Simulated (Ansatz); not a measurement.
A 4-atom cell of LiCl (P6_3mc) from a materials database, relaxed with r2SCAN in Ansatz 0.2.0: it is hexagonal, P6_3mc (No. 186); a = 3.894 Å, c = 6.226 Å in the conventional setting, 20.44 Å³ an atom. Li is surrounded by 4 Cl at 2.37 Å; Cl is surrounded by 4 Li at 2.37 Å. The primitive cell holds 4 atoms in 81.75 Å³. No spin polarisation and no zero-point or thermal motion.

Computed values: PBE gives a gap of 6.02 eV and PBE0 (25 % exact exchange) 8.08 eV; one over PBE's mean ε∞ is 0.404. HSE06 (6×6×4) gives a least gap of 7.35 eV, direct. PBEsol's static dielectric constant, on its own cell and averaged over directions, is 4.6.

(1) What is the density?

(2) Taking the gap as linear in the share of unscreened exchange, estimate the gap of the hybrid whose share is 1/ε∞.

(3) At what wavelength does absorption set in by HSE06, excitons left aside?

(4) As a gate dielectric 3 nm thick, what equivalent oxide thickness and capacitance would it have, with 3.9 for amorphous SiO₂?

Results:

(1) The cell holds 2 Li, 2 Cl: M = 2×6.940 + 2×35.450 = 84.78 u in V = 81.75 Å³. ρ = 1.66054 × M/V = 1.66054 × 84.78/81.75 = 1.722 g/cm³, for the static r2SCAN lattice.

(2) The slope is (8.08 − 6.02)/0.25 = 8.24 eV per unit share, so E_g ≈ 6.02 + 8.24 × 0.404 = 9.35 eV. The run with that share gives 9.37 eV (6×6×4 mesh), +0.02 eV from the straight line.

(3) λ = 1239.84 eV nm/E: 169 nm for the least gap. That lies in the ultraviolet, so by this gap the crystal is transparent to visible light.

(4) EOT = t × 3.9/κ = 3 × 3.9/4.6 = 2.54 nm; C/A = ε₀κ/t = 8.854 × 4.6/3 = 13.6 fF/µm². This takes the ideal crystal's mean κ, without interface layers; the tensor is anisotropic (4.5, 4.5, 4.9), so an oriented film differs.

The meshes of the hybrids are coarse, so their gaps aren't converged to the digits shown.
